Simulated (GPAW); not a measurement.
Runs of GPAW 26.7.0 on Pb. The structure is cubic, space group Im-3m (No. 229). Conventional cell: a = 3.959 Å, b = 3.959 Å, c = 3.959 Å, α = 90.00°, β = 90.00°, γ = 90.00°. Around Pb (site symmetry m-3m) lie 8 Pb at 3.43 Å. This isn't the form of Pb at room conditions, which is fcc.

```tsv
task	level	potentials or basis	cell	k mesh	cutoff (eV)	smearing	optimizer	fmax	max steps	convergence	response ecut	mesh quality	gap on the mesh (eV)	pressure (GPa)	relaxed volume (Å³/atom)
relaxation of cell and atoms	PBEsol+D3(BJ)+ATM	PAW data sets generated in the run's folder for this functional, pw	relaxed	9 × 9 × 9	600	fermi-dirac 0.05 eV	BFGS	0.02 eV/Å	60	density=1e-05 forces=0.0001	-	not flagged	none	0.0	(a)
G0W0 quasiparticle levels	RPBE	the program's PAW data sets (release 1.2.1) made for this functional, pw	as given	5 × 5 × 5	500	fermi-dirac 0.05 eV	-	-	-	-	150 eV	coarse	none	-	-
single point	PBEsol	PAW data sets generated in the run's folder for this functional, pw	as given	9 × 9 × 9	600	gaussian 0.02 eV	-	-	-	-	-	not flagged	none	-2.3	-
relaxation of cell and atoms	PBEsol+D4	PAW data sets generated in the run's folder for this functional, pw	relaxed	9 × 9 × 9	600	fermi-dirac 0.05 eV	BFGS	0.02 eV/Å	60	density=1e-05 forces=0.0001	-	not flagged	none	0.0	28.65
band structure	LDA	the program's PAW data sets (release 1.2.1) made for this functional, pw	as given	9 × 9 × 9	600	fermi-dirac 0.05 eV	-	-	-	-	-	not flagged	-	(b)	-
relaxation of cell and atoms	PBEsol+D3(BJ)	PAW data sets generated in the run's folder for this functional, pw	relaxed	9 × 9 × 9	600	fermi-dirac 0.05 eV	BFGS	0.02 eV/Å	60	density=1e-05 forces=0.0001	-	not flagged	none	-0.1	27.99
single point	r2SCAN	GPAW PAW data sets (gpaw-data 1.2.1), pw	as given	9 × 9 × 9	600	fermi-dirac 0.05 eV	-	-	-	-	-	not flagged	none	-0.6	-
```

Alike in all rows: no spin polarisation.

Fill in the values left out.

(a) 28.12; (b) -3.7.

Caveats: some runs use coarse meshes; later steps reuse the first step's grids (some runs); pairwise dispersion overbinds metals, which lowers pressure and volume (some runs); G0W0 is unreliable with partly filled bands (some runs); on this mesh the treatment of q = 0 moves the result by about a tenth of an eV (some runs); the long-wavelength limit can be off by a per cent or two (some runs); the PAW data sets were made with another functional, which shifts forces and pressure a little (some runs).

A k mesh can miss the band edges, and the runs leave out spin-orbit coupling on Pb.

A gap of «none» marks a metal or a gap under the smearing width.

Not every run made on this cell is shown here.
